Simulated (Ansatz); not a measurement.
The system is FeO (Wuestite).

```
Fe O
1.0
     0.00000    2.15540    2.15540
     2.15540    0.00000    2.15540
     2.15540    2.15540    0.00000
Fe O
1 1
Cartesian
  0.0000 0.0000 0.0000
  2.1554 2.1554 2.1554
```

* Program: Ansatz 0.2.0
* Task: relaxation of cell and atoms
* Functional: BLYP
* Potentials or basis: all-electron LAPW, scalar-relativistic
* Basis error allowed: 0.001 eV/atom
* k mesh: 8 × 8 × 8
* Occupations: fermi-dirac, width 0.05 eV
* Spin: collinear spin, ferromagnetic start
* Starting moments: [3.0, 0.0] μB

At the start: volume 10.01 Å³/atom.

Q: Where does the relaxation end?

A: Over 5 steps the energy falls by 7.7 meV/atom and the volume is 10.39 Å³/atom (+3.8 %); space group Fm-3m (No. 225, to 0.05 Å); moment 4.00 μB per cell.

The path:
| step | energy change (eV) | largest force (eV/Å) | volume (Å³) |
| --- | --- | --- | --- |
| 1 | 0.0000 | 0.0000 | 20.03 |
| 2 | -0.0131 | 0.0000 | 20.48 |
| 3 | -0.0153 | 0.0000 | 20.76 |
| 4 | -0.0154 | 0.0000 | 20.78 |
| 5 | -0.0154 | 0.0000 | 20.78 |

Final structure:
```yaml
crystal:
  lattice:
    - [0.00000, 2.18203, 2.18203]
    - [2.18203, 0.00000, 2.18203]
    - [2.18203, 2.18203, 0.00000]
  atoms:
    - { symbol: Fe, position: [0.00000, 0.00000, 0.00000] }
    - { symbol: O, position: [0.50000, 0.50000, 0.50000] }
```

Caveat: the k mesh is thin for a metal, which can move the energy by tens of meV per atom; a cell with one magnetic atom can't hold antiferromagnetic order, which such compounds often take.
